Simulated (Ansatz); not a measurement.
Runs of Ansatz 0.2.0 on W2C. The structure is trigonal, space group P-3m1 (No. 164). Conventional cell: a = 3.070 Å, b = 3.070 Å, c = 4.678 Å, α = 90.00°, β = 90.00°, γ = 120.00°. W (site symmetry 3m) is surrounded by 3 C at 2.13 Å. Around C (site symmetry -3m) lie 6 W at 2.13 Å. The cell comes from a database or a generator and needn't be the stable form of this composition.

```tsv
task	level	cell	k mesh	points for each segment of the path	gap on the mesh (eV)	pressure (GPa)	relaxed volume (Å³/atom)	largest force (eV/Å)
band structure	PBEsol	as given	10 × 10 × 6	14	none	(a)	-	0.17
relaxation of cell and atoms	revPBE	relaxed	10 × 10 × 6	-	none	0.0	12.76	0.01
relaxation of cell and atoms	PBEsol	relaxed	10 × 10 × 6	-	none	0.0	(b)	-
relaxation of cell and atoms	PBEsol+D3(BJ)	relaxed	10 × 10 × 6	-	none	0.0	12.07	-
phonons	LDA	as given	7 × 7 × 5	-	none	-	-	-
```

Alike in all rows: potentials or basis Ansatz PAW; no spin polarisation; cutoff (eV) 420; smearing fermi-dirac 0.05 eV.

**Question.** Fill in the values left out.

**Answer.** (a) -10.1; (b) 12.34.

Caveats: the PAW data sets come from PBE, with cores solved anew for the run's functional, which leaves a small shift of forces and pressure; the plane-wave basis is chosen anew once the cell has moved, so the energies of steps on either side of that aren't comparable (some runs); spin-orbit coupling is left out, which moves the levels of the heavy elements (some runs); pairwise dispersion overbinds metals, which lowers pressure and volume (some runs).

A k mesh can miss the band edges, and the runs leave out spin-orbit coupling on W.

A gap of «none» marks a metal or a gap under the smearing width.
